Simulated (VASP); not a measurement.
Set up this calculation in VASP 6.6.1, as the native input.

```yaml
Task: electrostatic potential
Functional: PBE
Dispersion: D3(BJ)
Potentials_or_basis: VASP PAW PBE potentials, release 64 (Ca_sv, O)
Cutoff: 520 eV
k_mesh: 10 × 10 × 10
Occupations: gaussian, width 0.02 eV
Spin: no spin polarisation
Further_INCAR_settings: ALGO = Fast; EDIFF = 1e-06
```

The structure of CaO lies in POSCAR:

```
CaO                                     
1.0
    0.0000000000      2.3952641579      2.3952641579
    2.3952641579      0.0000000000      2.3952641579
    2.3952641579      2.3952641579     -0.0000000000
  Ca              O             
     1     1
Direct
     0.0000000000000000    0.0000000000000000    0.0000000000000000
     0.5000000000000000    0.5000000000000000    0.5000000000000000
```

The cell was built by a generator and needn't be a form met in nature.

One way to write it, as run:

INCAR

```
PREC = Accurate ; ENCUT = 520
EDIFF = 1E-6 ; ISMEAR = 0
SIGMA = 0.02 ; LREAL = F
LASPH = T ; NELM = 80
ALGO = Fast ; ISIF = 2
LWAVE = F ; LCHARG = T
GGA = PE ; IVDW = 12
LVHAR = T
```

KPOINTS

```
regular mesh
0
Gamma
  10 10 10
```

Potentials or basis: VASP PAW PBE potentials, release 64 (Ca_sv, O).

The run is started by

```sh
$ cat potpaw_PBE.64/Ca_sv/POTCAR potpaw_PBE.64/O/POTCAR > POTCAR
$ mpirun -np 1 vasp_std > vasp.out
```

It gave:

```
Pressure                   : 0.1 GPa
Band gap on the k mesh     : 3.63 eV, indirect (least direct gap 4.01 eV)
Dispersion energy per atom : -0.275 eV
```

Run time: 26 s on 1 thread of Intel(R) Xeon(R) Platinum 8488C (Sapphire Rapids), with other jobs on the host, peak memory 0.17 GiB.
